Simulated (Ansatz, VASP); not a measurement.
**SiC in VASP and in Ansatz**

```
CELL_PARAMETERS angstrom
2.61665 0.00000 0.00000
0.00000 2.61665 0.00000
0.00000 0.00000 2.61665
ATOMIC_POSITIONS crystal
Si 0.00000 0.00000 0.00000
C 0.50000 0.50000 0.50000
```

Alike in both runs: task single point; functional r2SCAN; dispersion rVV10; k mesh 10 × 10 × 10; occupations fermi-dirac, width 0.03 eV; no spin polarisation.

|  | VASP | Ansatz |
| --- | --- | --- |
| version | VASP 6.6.1 | Ansatz 0.2.0 |
| potentials or method | VASP PAW PBE potentials, release 64 (Si, C) | plane waves, PAW |
| plane-wave cutoff (eV) | 520 | 500 |
| valence electrons in the cell | 8 | 8 |

|  | VASP | Ansatz | Ansatz less VASP |
| --- | --- | --- | --- |
| pressure (GPa) | 0.2 | -0.1 | -0.33 |

Caveats: the PAW data sets were made with another functional, which shifts forces and pressure a little (VASP).
